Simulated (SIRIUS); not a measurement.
# MgB2 (P6/mmm) in SIRIUS: reference runs, part 2 of 2

SIRIUS 7.10.0. Earlier steps stand in the parts before.

## Step 6: Single point, PBE, 9.49 Å³/atom (volume scaled by 0.98)

Contents of sirius.json:

```json
{
  "control": {
    "processing_unit": "cpu",
    "verbosity": 2,
    "num_bands_to_print": 15,
    "print_forces": true,
    "print_stress": true
  },
  "parameters": {
    "electronic_structure_method": "pseudopotential",
    "xc_functionals": ["XC_GGA_X_PBE", "XC_GGA_C_PBE"],
    "gk_cutoff": 9.2,
    "pw_cutoff": 18.4,
    "ngridk": [10, 10, 8],
    "shiftk": [0, 0, 0],
    "smearing": "fermi_dirac",
    "smearing_width": 0.0018374661,
    "num_bands": 15,
    "num_mag_dims": 0,
    "num_dft_iter": 100,
    "energy_tol": 1e-08,
    "density_tol": 1e-06
  },
  "iterative_solver": {
    "type": "davidson",
    "min_tolerance": 1e-09,
    "tolerance_scale": [0.1, 0.25]
  },
  "mixer": {
    "type": "anderson",
    "beta": 0.7,
    "max_history": 8
  },
  "settings": {
    "tol_ne": 1e-10,
    "pseudo_grid_cutoff": 6.5
  },
  "unit_cell": {
    "lattice_vectors": [
      [1.0, 0.0, 0.0],
      [-0.5, 0.866025403784, 0.0],
      [0.0, 0.0, 1.141977309557]
    ],
    "lattice_vectors_scale": 5.7906777069,
    "atom_coordinate_units": "lattice",
    "atom_types": ["Mg", "B"],
    "atom_files": {
      "B": "B.json",
      "Mg": "Mg.json"
    },
    "atoms": {
      "Mg": [
        [0.0, 0.0, 0.0]
      ],
      "B": [
        [0.6666666667, 0.3333333333, 0.5],
        [0.3333333333, 0.6666666667, 0.5]
      ]
    }
  }
}
```

Potentials or basis: PseudoDojo 0.4.1 PBE standard (scalar relativistic).

The run is started by

```
upf_to_json B.upf
upf_to_json Mg.upf
OMP_NUM_THREADS=1 sirius.scf --input=sirius.json --output=out.json --task=0
```

The program printed:

```text
[info] SIRIUS version : 7.10.0
[info] number of MPI ranks           : 1
[info] MPI grid                      : 1 1
[info] maximum number of OMP threads : 1
[fft] FFT context for density and potential
[fft] =====================================
[fft]   comm size                             : 1
[fft]   plane wave cutoff                     : 18.4
[fft]   grid size                             : 36 36 45   total : 58320
[fft]   grid limits                           : -17 18   -17 18   -22 22
[fft]   number of G-vectors within the cutoff : 10076
[fft]   local number of G-vectors             : 10076
[fft]   number of G-shells                    : 1063
[fft] FFT context for coarse grid
[fft] =====================================
[... 421 lines left out ...]
[ground_state] === stress_total ===
[ground_state]   -25.377162    0.000000    0.000000
[ground_state]     0.000000  -25.377162   -0.000000
[ground_state]     0.000000   -0.000000  -15.154433
[ground_state] ==== total Forces in Ha/bohr =====
[ground_state] atom:    0, force:       0.0000000      0.0000000      0.0000000
[ground_state] atom:    1, force:       0.0000000      0.0000000     -0.0000000
[ground_state] atom:    2, force:      -0.0000000     -0.0000000      0.0000000
[ground_state] ==== ultrasoft contribution from Qij =====
[ground_state] atom:    0, force:       0.0000000      0.0000000      0.0000000
[ground_state] atom:    1, force:       0.0000000      0.0000000      0.0000000
[ground_state] atom:    2, force:       0.0000000      0.0000000      0.0000000
[ground_state] ==== non-local contribution from Beta-projector =====
[ground_state] atom:    0, force:       0.0000000      0.0000000      0.0000000
[ground_state] atom:    1, force:       0.0000000      0.0000000     -0.0000000
[ground_state] atom:    2, force:      -0.0000000     -0.0000000      0.0000000
[ground_state] ==== contribution from local potential =====
[ground_state] atom:    0, force:       0.0000000      0.0000000      0.0000000
[ground_state] atom:    1, force:       0.0000000      0.0000000      0.0000000
[ground_state] atom:    2, force:       0.0000000     -0.0000000      0.0000000
[ground_state] ==== contribution from core density =====
[ground_state] atom:    0, force:       0.0000000      0.0000000      0.0000000
[ground_state] atom:    1, force:      -0.0000000      0.0000000      0.0000000
[ground_state] atom:    2, force:       0.0000000     -0.0000000     -0.0000000
[ground_state] ==== Ewald forces from ions =====
[ground_state] atom:    0, force:       0.0000000      0.0000000      0.0000000
[ground_state] atom:    1, force:      -0.0000000      0.0000000      0.0000000
[ground_state] atom:    2, force:       0.0000000      0.0000000      0.0000000
[~DFT_ground_state] local op. applied: 27450
[~DFT_ground_state] evp. work count: 7459.82
[~DFT_ground_state] number of iterative solver steps: 2512
```

Run time: 49 s. Hardware: 1 thread of Arm Neoverse V1, shared host; peak memory 0.34 GiB.

Results:

```yaml
Free_energy: -1776.6831 eV
Pressure: 2.2 GPa
Band_gap_on_the_k_mesh: none (metal or under the smearing width)
```

## Step 7: Single point, PBE, 9.87 Å³/atom (volume scaled by 1.02)

sirius.json, as its differences from that of step 6:

```diff
@@ -40,6 +40,6 @@
       [1.0, 0.0, 0.0],
-      [-0.5, 0.866025403784, 0.0],
-      [0.0, 0.0, 1.141977309557]
+      [-0.5, 0.866025403786, 0.0],
+      [0.0, 0.0, 1.141977309566]
     ],
-    "lattice_vectors_scale": 5.7906777069,
+    "lattice_vectors_scale": 5.8684142004,
     "atom_coordinate_units": "lattice",
```

The run is started by

```
upf_to_json B.upf
upf_to_json Mg.upf
OMP_NUM_THREADS=1 sirius.scf --input=sirius.json --output=out.json --task=0
```

Run time: 56 s. Hardware: 1 thread of Arm Neoverse V1, shared host; peak memory 0.36 GiB.

It converged, with:

```yaml
Free_energy: -1776.6769 eV
Pressure: -3.8 GPa
Band_gap_on_the_k_mesh: none (metal or under the smearing width)
```

## Step 8: Single point, PBE, 10.07 Å³/atom (volume scaled by 1.04)

sirius.json, as its differences from that of step 7:

```diff
@@ -40,6 +40,6 @@
       [1.0, 0.0, 0.0],
-      [-0.5, 0.866025403786, 0.0],
-      [0.0, 0.0, 1.141977309566]
+      [-0.5, 0.866025403804, 0.0],
+      [0.0, 0.0, 1.14197730957]
     ],
-    "lattice_vectors_scale": 5.8684142004,
+    "lattice_vectors_scale": 5.9065218539,
     "atom_coordinate_units": "lattice",
```

The run is started by

```
upf_to_json B.upf
upf_to_json Mg.upf
OMP_NUM_THREADS=1 sirius.scf --input=sirius.json --output=out.json --task=0
```

It took 56 s on 1 thread of Arm Neoverse V1, shared host; peak memory 0.36 GiB.

It converged, with:

```
Free energy            : -1776.6586 eV
Pressure               : -6.3 GPa
Band gap on the k mesh : none (metal or under the smearing width)
```

## Step 9: Single point, PBE, 10.26 Å³/atom (volume scaled by 1.06)

sirius.json, as its differences from that of step 8:

```diff
@@ -40,6 +40,6 @@
       [1.0, 0.0, 0.0],
-      [-0.5, 0.866025403804, 0.0],
-      [0.0, 0.0, 1.14197730957]
+      [-0.5, 0.866025403791, 0.0],
+      [0.0, 0.0, 1.141977309555]
     ],
-    "lattice_vectors_scale": 5.9065218539,
+    "lattice_vectors_scale": 5.9441440266,
     "atom_coordinate_units": "lattice",
```

Potentials or basis: PseudoDojo 0.4.1 PBE standard (scalar relativistic).

The run is started by

```
upf_to_json B.upf
upf_to_json Mg.upf
OMP_NUM_THREADS=1 sirius.scf --input=sirius.json --output=out.json --task=0
```

It took 56 s on 1 thread of Arm Neoverse V1, shared host; peak memory 0.37 GiB.

The run converged. Its results:

```yaml
Free_energy: -1776.6313 eV
Pressure: -8.7 GPa
Band_gap_on_the_k_mesh: none (metal or under the smearing width)
```

## Step 10: Equation of state, PBE

Potentials or basis: PseudoDojo 0.4.1 PBE standard (scalar relativistic).

This step only gathers the single runs of the series.

What came out:

```
Equilibrium volume                        : 9.62 Å³/atom
Bulk modulus at fixed shape and positions : 152 GPa
Pressure derivative of the bulk modulus   : 3.7
```

Energy against volume, from the lowest point:
| volume (Å³/atom) | energy (meV/atom) |
| --- | --- |
| 9.098 | 14.50 |
| 9.292 | 5.46 |
| 9.485 | 0.75 |
| 9.679 | 0.00 |
| 9.873 | 2.83 |
| 10.066 | 8.93 |
| 10.260 | 18.01 |

Caveat: the cell was scaled at fixed shape and fractional positions, which overstates the stiffness of a crystal with free parameters, most of all of layers and chains.

## Step 11: The runs side by side

| task | cell | energy tol | density tol | mixer | mixing beta | max scf | gap on the mesh (eV) | pressure (GPa) |
| --- | --- | --- | --- | --- | --- | --- | --- | --- |
| single point | atoms moved at random, drawn with an rms of 0.05 Å | 1e-08 Ha | 1e-06 | anderson | 0.7 | 100 | none | -0.6 |
| single point | as given | 1e-08 Ha | 1e-06 | anderson | 0.7 | 100 | none | -0.9 |
| equation of state | as given | - | - | - | - | - | - | - |

Alike in all rows: level PBE; potentials or basis PseudoDojo 0.4.1 PBE standard (scalar relativistic); no spin polarisation; k mesh 10 × 10 × 8; cutoff (eV) 1152; smearing fermi-dirac 0.05 eV.

Caveats: the cell was scaled at fixed shape and fractional positions, which overstates the stiffness of a crystal with free parameters, most of all of layers and chains (some runs).

Total energies depend on the potentials used, so only differences within one code and one set of settings carry meaning.
